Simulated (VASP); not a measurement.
A run of VASP 6.6.1 is set up as follows.

Contents of INCAR:

```
SYSTEM = Zn
ALGO = Normal ; EDIFF = 1E-7
ENCUT = 520 ; GGA = PE
ISIF = 2 ; ISMEAR = 0
LASPH = .True. ; LCHARG = .True.
LELF = .True. ; LREAL = .False.
LVHAR = .True. ; LWAVE = .False.
NBANDS = 12 ; NELM = 60
PREC = Accurate ; SIGMA = 0.15
```

The input KPOINTS:

```
k-points
0
Gamma
  20 20 20
  0 0 0
```

File POSCAR:

```
Zn
1.0
    0.0000000000      1.8665372000      1.8665372000
    1.8665372000      0.0000000000      1.8665372000
    1.8665372000      1.8665372000      0.0000000000
Zn
1
Direct
    0.0000000000      0.0000000000      0.0000000000
```

Potentials or basis: VASP PAW PBE potentials, release 64 (Zn).

Command:

```console
$ cat potpaw_PBE.64/Zn/POTCAR > POTCAR
$ mpirun -np 1 vasp_std > vasp.out
```

(1) Predict the pressure.

(2) What does it give for the band gap on the k mesh?

Results:

(1) 16.6 GPa.

(2) none (metal or under the smearing width).

Caveat: so large a pressure means that the cell lies far from this level's equilibrium, or that cutoff or potentials fall short.
